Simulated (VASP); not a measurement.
Wanted: the native input for a VASP 6.6.1 run.

| Quantity | Value |
| --- | --- |
| Task | band structure |
| Functional | TB-mBJ |
| Potentials or basis | VASP PAW PBE potentials, release 64 (Ga_d, As) |
| Cutoff | 520 eV |
| k mesh | 10 × 10 × 10 |
| Occupations | gaussian, width 0.02 eV |
| Spin | no spin polarisation |
| Further INCAR settings | ALGO = Normal; EDIFF = 1e-06 |

The system is GaAs.

```
Ga As
1.0
     0.00000    2.83140    2.83140
     2.83140    0.00000    2.83140
     2.83140    2.83140    0.00000
Ga As
1 1
Direct
  0.00000 0.00000 0.00000
  0.75000 0.75000 0.75000
```

The cell is a database's computed one.

One way to write it, as run:

POSCAR

```
GaAs
1.0
    0.0000000000      2.8314000000      2.8314000000
    2.8314000000      0.0000000000      2.8314000000
    2.8314000000      2.8314000000      0.0000000000
Ga As
1 1
Direct
    0.0000000000      0.0000000000      0.0000000000
    0.7500000000      0.7500000000      0.7500000000
```

INCAR.step1

```
SYSTEM = GaAs
ALGO = Normal ; EDIFF = 1E-5
ENCUT = 520 ; GGA = PE
ISIF = 2 ; ISMEAR = 0
LASPH = .TRUE. ; LCHARG = .FALSE.
LREAL = .FALSE. ; LWAVE = .TRUE.
NELM = 60 ; PREC = Accurate
SIGMA = 0.02
```

INCAR.step2

```
SYSTEM = GaAs
ALGO = Normal ; EDIFF = 1E-6
ENCUT = 520 ; ISIF = 2
ISMEAR = 0 ; ISTART = 1
LASPH = .TRUE. ; LCHARG = .FALSE.
LREAL = .FALSE. ; LWAVE = .FALSE.
METAGGA = MBJ ; NELM = 60
PREC = Accurate ; SIGMA = 0.02
```

KPOINTS

```
k-points
0
G
  10 10 10
  0 0 0
```

KPOINTS_OPT

```
path GXWKGLUWLK,UX
20
line-mode
reciprocal
 0.0000000000  0.0000000000  0.0000000000  G
 0.5000000000  0.0000000000  0.5000000000  X

 0.5000000000  0.0000000000  0.5000000000  X
 0.5000000000  0.2500000000  0.7500000000  W

 0.5000000000  0.2500000000  0.7500000000  W
 0.3750000000  0.3750000000  0.7500000000  K

 0.3750000000  0.3750000000  0.7500000000  K
 0.0000000000  0.0000000000  0.0000000000  G

 0.0000000000  0.0000000000  0.0000000000  G
 0.5000000000  0.5000000000  0.5000000000  L

 0.5000000000  0.5000000000  0.5000000000  L
 0.6250000000  0.2500000000  0.6250000000  U

 0.6250000000  0.2500000000  0.6250000000  U
 0.5000000000  0.2500000000  0.7500000000  W

 0.5000000000  0.2500000000  0.7500000000  W
 0.5000000000  0.5000000000  0.5000000000  L

 0.5000000000  0.5000000000  0.5000000000  L
 0.3750000000  0.3750000000  0.7500000000  K

 0.6250000000  0.2500000000  0.6250000000  U
 0.5000000000  0.0000000000  0.5000000000  X
```

Potentials or basis: VASP PAW PBE potentials, release 64 (Ga_d, As).

Launch:

```bash
$ cat potpaw_PBE.64/Ga_d/POTCAR potpaw_PBE.64/As/POTCAR > POTCAR
$ cp INCAR.step1 INCAR
$ mpirun -np 1 vasp_std > vasp.out
$ cp INCAR.step2 INCAR
$ mpirun -np 1 vasp_std > vasp.out
```

Results of the run:

```
Band gap on the k mesh  : 1.55 eV, direct
Band gap along the path : 1.55 eV, direct
```

Wall time 2.4 min on 1 thread of Intel(R) Xeon(R) 6975P-C (Granite Rapids) (shared host), peak memory 0.2 GiB.
